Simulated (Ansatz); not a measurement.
Runs of Ansatz 0.2.0 on C. The structure is orthorhombic, space group Cmme (No. 67). The conventional cell has a = 2.456 Å, b = 4.254 Å, c = 7.173 Å, α = 90.00°, β = 90.00°, γ = 90.00°. C (site symmetry m) has 3 C at 1.42 Å as nearest neighbours. This is a stacking variant of graphite.

```csv
task,level,cell,k mesh,points for each segment of the path,mesh quality,gap on the mesh (eV),pressure (GPa),relaxed volume (Å³/atom),largest force (eV/Å)
single point,PBE0,as given,8 × 8 × 4,-,not flagged,2.31,(b),-,0.05
relaxation of cell and atoms,PBE0,relaxed,8 × 8 × 2,-,coarse,2.76,0.0,10.70,-
relaxation of cell and atoms,HSE06,relaxed,8 × 8 × 2,-,coarse,2.17,0.0,10.70,-
band structure,HSE06,as given,8 × 8 × 4,4,not flagged,-,(a),-,0.05
```

Alike in all rows: potentials or basis Ansatz PAW; no spin polarisation; cutoff (eV) 420; smearing fermi-dirac 0.05 eV.

Problem. Fill in the values left out.

Solution. (a) -1.8; (b) -1.9.

Caveats: some runs use coarse meshes; this functional lacks dispersion, which binds the layers, so the pressure and a relaxed spacing across them are unreliable; the PAW data sets come from PBE, with cores solved anew for the run's functional, which leaves a small shift of forces and pressure; the thresholds are loose for stress (some runs); the plane-wave basis is chosen anew once the cell has moved, so the energies of steps on either side of that aren't comparable (some runs).

A k mesh can miss the band edges.
